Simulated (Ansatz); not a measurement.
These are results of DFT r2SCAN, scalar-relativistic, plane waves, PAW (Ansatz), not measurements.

Structure of TiAl$_{3}$:

```
CELL_PARAMETERS angstrom
3.95567 0.00000 0.00000
0.00000 3.95567 0.00000
0.00000 0.00000 3.95567
ATOMIC_POSITIONS crystal
Ti 0.00000 0.00000 0.00000
Al 0.50000 0.50000 0.00000
Al 0.50000 0.00000 0.50000
Al 0.00000 0.50000 0.50000
```

Settings: cutoff 500 eV, Γ-centred mesh 10×10×10 on the computed 4-atom cell, Gaussian smearing of 0.10 eV; no spin polarisation.

Levels along Γ–X–M–Γ–R–X | R–M, in eV from the Fermi level, sorted by energy at each point. Points in fractions of the primitive reciprocal vectors: Γ (0.000 0.000 0.000), X (0.000 0.500 0.000), M (0.500 0.500 0.000), R (0.500 0.500 0.500).
```tsv
point	k (1/Å, with 2π)	band 8	band 9	band 10	band 11	band 12	band 13	band 14
Γ	0.000	-2.42	-2.42	-2.42	0.11	0.11	0.11	0.63
-	0.114	-2.42	-2.42	-2.08	0.12	0.12	0.12	0.88
-	0.227	-2.42	-2.42	-1.65	0.16	0.16	0.16	1.45
-	0.340	-2.43	-2.43	-1.22	0.21	0.23	0.23	1.98
-	0.454	-2.44	-2.44	-0.74	0.27	0.34	0.34	2.20
-	0.567	-2.46	-2.46	-0.20	0.33	0.48	0.48	2.05
-	0.681	-2.47	-2.38	0.37	0.39	0.60	0.60	1.62
X	0.794	-2.48	-2.32	0.38	0.66	0.66	0.90	1.16
-	0.908	-2.44	-2.40	0.01	0.56	0.90	1.09	1.17
-	1.021	-2.68	-2.33	-0.40	0.40	0.88	1.19	1.68
-	1.135	-3.17	-2.16	-0.75	0.36	0.81	1.22	2.33
-	1.248	-3.80	-1.94	-1.03	0.50	0.74	1.25	2.07
-	1.361	-4.48	-1.70	-1.23	0.67	0.74	1.29	1.59
-	1.475	-5.12	-1.48	-1.35	0.62	0.97	1.23	1.34
M	1.588	-5.45	-1.39	-1.39	0.61	1.06	1.08	1.38
-	1.749	-4.81	-1.54	-1.33	0.58	0.96	1.28	1.36
-	1.909	-3.69	-1.84	-1.16	0.15	1.03	1.21	1.94
-	2.070	-2.68	-2.12	-0.89	-0.31	0.63	1.79	1.87
-	2.230	-2.30	-2.22	-0.57	-0.37	0.02	1.23	2.53
-	2.391	-2.39	-2.30	-0.80	-0.24	-0.10	0.65	2.16
-	2.551	-2.43	-2.42	-1.75	0.02	0.08	0.25	1.13
Γ	2.712	-2.42	-2.42	-2.42	0.11	0.11	0.11	0.63
-	2.908	-2.96	-1.76	-1.76	0.04	0.04	0.26	1.37
-	3.105	-3.81	-1.22	-1.22	0.13	0.13	0.48	2.80
-	3.301	-4.47	-1.64	-1.64	0.64	0.79	0.79	1.99
-	3.498	-4.82	-2.40	-2.40	-0.39	1.31	1.31	1.37
-	3.694	-4.85	-3.13	-3.13	-2.06	1.31	1.48	1.48
-	3.891	-4.75	-3.69	-3.69	-3.45	0.68	1.47	1.47
R	4.087	-5.42	-3.90	-3.90	-3.90	0.20	1.44	1.44
-	4.248	-4.67	-3.85	-3.82	-3.51	0.54	1.45	1.47
-	4.408	-4.28	-3.71	-3.51	-2.46	1.09	1.54	1.54
-	4.569	-3.92	-3.49	-2.95	-1.22	1.23	1.59	1.68
-	4.729	-3.51	-3.17	-2.18	-0.09	1.22	1.50	1.61
-	4.889	-3.05	-2.81	-1.27	0.66	1.18	1.21	1.42
-	5.050	-2.65	-2.47	-0.32	0.84	0.90	1.06	1.19
X	5.210	-2.48	-2.32	0.38	0.66	0.66	0.90	1.16
R	5.210	-5.42	-3.90	-3.90	-3.90	0.20	1.44	1.44
-	5.324	-4.73	-4.02	-3.73	-3.73	0.38	1.44	1.47
-	5.437	-4.31	-3.94	-3.34	-3.34	0.77	1.43	1.63
-	5.551	-4.66	-3.07	-2.84	-2.84	1.01	1.42	2.15
-	5.664	-4.98	-2.32	-2.32	-2.13	1.07	1.40	2.58
-	5.778	-5.24	-1.85	-1.85	-1.14	1.07	1.39	2.25
-	5.891	-5.40	-1.52	-1.52	-0.15	1.06	1.38	1.69
M	6.005	-5.45	-1.39	-1.39	0.61	1.06	1.08	1.38
```

This form isn't the usual stable structure of the compound.

Cost: 1 run of about 0.39 core-minutes, on Intel Xeon 6975P-C (Granite Rapids) (shared hosts).